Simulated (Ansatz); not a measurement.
# TiO2 (Anatase): equation of state with RPBE

Crystal: TiO2 (Anatase).

```
Ti O
1.0
    -1.89210    1.89210    4.75730
     1.89210   -1.89210    4.75730
     1.89210    1.89210   -4.75730
Ti O
2 4
Direct
  0.75000 0.25000 0.50000
  0.00000 0.00000 0.00000
  0.79190 0.79190 0.00000
  0.54190 0.04190 0.50000
  0.95810 0.45810 0.50000
  0.20810 0.20810 0.00000
```

```json
{
  "Program": "Ansatz 0.2.0",
  "Task": "equation of state",
  "Functional": "RPBE",
  "Potentials or basis": "Ansatz PAW",
  "Cutoff": "420 eV",
  "Density cutoff": "1680 eV",
  "k mesh": "10 × 10 × 10",
  "Occupations": "fermi-dirac, width 0.05 eV",
  "Spin": "no spin polarisation"
}
```

```yaml
Equilibrium_volume: 11.89 Å³/atom
Bulk_modulus_at_fixed_shape_and_positions: 194 GPa
Pressure_derivative_of_the_bulk_modulus: 4.2
```

Energy against volume, from the lowest point:
```
volume (Å³/atom)  energy (meV/atom)
          10.673              90.02
          10.900              57.22
          11.127              32.55
          11.354              15.26
          11.581               4.62
          11.808               0.00
          12.035               0.81
```

All runs of the series together: 41 s on 2 threads of Arm Neoverse V1, on a shared host.

Caveat: the potentials were made for another functional, which shifts forces and pressure; the cell was scaled at fixed shape and fractional positions, which overstates the stiffness of a crystal with free parameters, most of all of layers and chains.
